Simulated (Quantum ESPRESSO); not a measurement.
**La in Quantum ESPRESSO: convergence with k mesh**

Input of the first run (k mesh 1 × 1 × 1); the others differ in this setting and in those tied to it:

pw.in

```
&CONTROL
  calculation = 'scf'
  prefix = 'pwscf'
  outdir = './tmp'
  pseudo_dir = './pseudo'
  tprnfor = .true.
  tstress = .true.
  disk_io = 'nowf'
/
&SYSTEM
  ibrav = 0
  nat = 1
  ntyp = 1
  ecutwfc = 45
  ecutrho = 360
  nbnd = 11
  occupations = 'smearing'
  smearing = 'mv'
  degauss = 0.00367493
/
&ELECTRONS
  conv_thr = 2d-10
  electron_maxstep = 120
  mixing_beta = 0.5
/
ATOMIC_SPECIES
La   138.9055 la_pbe_v1.uspp.F.UPF
CELL_PARAMETERS angstrom
  -2.1238310710    2.1238310710    2.1238310710
   2.1238310710   -2.1238310710    2.1238310710
   2.1238310710    2.1238310710   -2.1238310710
ATOMIC_POSITIONS crystal
La     0.0000000000    0.0000000000    0.0000000000
K_POINTS automatic
1 1 1 0 0 0
```

Potentials or basis: GBRV 1.5 PBE.

Launch:

```sh
$ OMP_NUM_THREADS=1 pw.x -in pw.in > pw.out
```

This isn't the form of La at room conditions, which is double hcp.

Hardware: 1 thread of Intel(R) Xeon(R) Processor @ 2.70GHz, on a shared host.

```tsv
k mesh	energy less the tightest run, at zero smearing (meV/atom)	pressure (GPa)	SCF cycles	CPU time (s)	peak memory (GiB)
1 × 1 × 1	534.11	45.91	10	18	0.31
3 × 3 × 3	-141.46	-5.35	10	17	0.31
4 × 4 × 4	25.71	-0.93	13	25	0.32
5 × 5 × 5	87.11	-0.05	10	19	0.32
7 × 7 × 7	0.21	-0.38	11	25	0.32
8 × 8 × 8	-4.89	-0.58	10	22	0.32
9 × 9 × 9	3.61	-0.51	11	27	0.32
11 × 11 × 11	11.65	-0.17	11	30	0.33
13 × 13 × 13	0.00	-0.41	9	38	0.33
```

Not settled before the last step: the energy (to 1 meV/atom), the pressure (to 0.1 GPa). Meshes of other sizes hit other points, so gaps and Fermi surfaces needn't settle smoothly. The tightest run that finished is the yardstick and may itself not be fully converged.

Spin-orbit coupling is left out, which matters for the levels of La.
